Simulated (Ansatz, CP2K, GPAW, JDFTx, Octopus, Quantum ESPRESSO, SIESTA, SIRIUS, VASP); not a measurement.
# One calculation of SiO2, 10 ways

```
CELL_PARAMETERS angstrom
4.23317 0.00000 0.00000
0.00000 4.23317 0.00000
0.00000 0.00000 2.69349
ATOMIC_POSITIONS crystal
Si 0.00000 0.00000 0.00000
Si 0.50000 0.50000 0.50000
O 0.80684 0.19316 0.50000
O 0.30684 0.30684 0.00000
O 0.19316 0.80684 0.50000
O 0.69316 0.69316 0.00000
```

The cell comes from a database or a generator and needn't be the stable form of this composition.

Alike in all runs: task single point; functional PBEsol; k mesh 6 × 6 × 10; occupations fermi-dirac, width 0.05 eV; no spin polarisation; no spin-orbit coupling. Pressure is positive in compression and, in plane waves, holds the error of the finite cutoff, which Ansatz's Pulay term estimates and takes out.

```tsv
program and potentials	plane-wave cutoff (eV)	notes	band gap (eV)	pressure (GPa)	largest force (eV/Å)
Ansatz, Ansatz PAW	420	potentials made for PBE, which Ansatz adapts in part; Pulay term of +1.11 GPa included	4.98	-6.65	-
JDFTx, PseudoDojo-SR-PBEsol-0.4.1-standard with smoothed tails	1143	-	5.02	-7.95	0.063
Ansatz, all-electron LAPW, scalar-relativistic	-	-	5.00	-6.66	-
VASP, PBE PAW files O, Si, 520 eV	520	potentials made for PBE	?	?	-
Octopus, pseudodojo_pbesol (PseudoDojo 0.4, PBEsol)	-	-	5.02	-	0.068
Quantum ESPRESSO, GBRV 1.5 PBEsol	612	-	5.02	-6.39	-
SIRIUS, PseudoDojo 0.4.1 PBEsol standard (scalar relativistic)	1152	-	5.02	-7.94	0.062
CP2K, POTENTIAL_UZH Si GTH-PBE-q4, O GTH-PBE-q6; TZVP-MOLOPT-PBE-GTH basis	-	atomic basis; potentials made for PBE	7.12	-3.40	0.089
GPAW, PAW data sets generated for this functional	800	-	5.02	-2.81	0.060
SIESTA, files PseudoDojo sr-pbesol-0.4.1-standard, DZP (energy shift 0.003 Ry)	-	atomic basis	4.90	-4.30	-
```

Problem. Estimate from the other rows what the run with VASP, PBE PAW files O, Si, 520 eV gave.

Solution. Band gap 4.99 eV; pressure -6.04 GPa. The other rows, which needn't bracket it: band gap 4.90 to 7.12; pressure -7.95 to -2.81; largest force 0.060 to 0.089.
